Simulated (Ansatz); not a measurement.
Space group Pm-3m (No. 221). a = 2.838 Å, b = 2.838 Å, c = 2.838 Å, α = 90.00°, β = 90.00°, γ = 90.00°
| atom | site | symmetry | x | y | z |
| --- | --- | --- | --- | --- | --- |
| Fe | 1b | m-3m | 0.5000 | 0.5000 | 0.5000 |
| Co | 1a | m-3m | 0.0000 | 0.0000 | 0.0000 |

Equation of state of this FeCo structure (not necessarily the ground state), with shape and atoms relaxed at each volume where symmetry leaves them free. It has no gap at any of these volumes. Computed with DFT r2SCAN, scalar-relativistic, plane waves, PAW (Ansatz 0.2.0).

Cutoff 500 eV; k points 14×14×14 on the computed 2-atom cell (Γ-centred); Gaussian smearing, width 0.10 eV; collinear spin.

```json
{"V (Å³/atom)": "10.746", "E − E(largest V) (meV/atom)": "6.24", "P (GPa)": "14.25"}
{"V (Å³/atom)": "11.089", "E − E(largest V) (meV/atom)": "-15.93", "P (GPa)": "6.55"}
{"V (Å³/atom)": "11.432", "E − E(largest V) (meV/atom)": "-22.70", "P (GPa)": "0.03"}
{"V (Å³/atom)": "11.775", "E − E(largest V) (meV/atom)": "-16.79", "P (GPa)": "-5.47"}
{"V (Å³/atom)": "12.118", "E − E(largest V) (meV/atom)": "0.00", "P (GPa)": "-10.19"}
```

Q: Fit a third-order Birch–Murnaghan equation to E(V).

A: V0 = 11.43 Å³/atom, B0 = 199 GPa, B0' = 4.8.

The state reached may not be the lowest one. Only parallel moments were tried here.

Cost: 5 runs of about 5.3 core-minutes in all, on Intel Xeon Platinum 8259CL (Skylake/Cascade Lake) (shared hosts).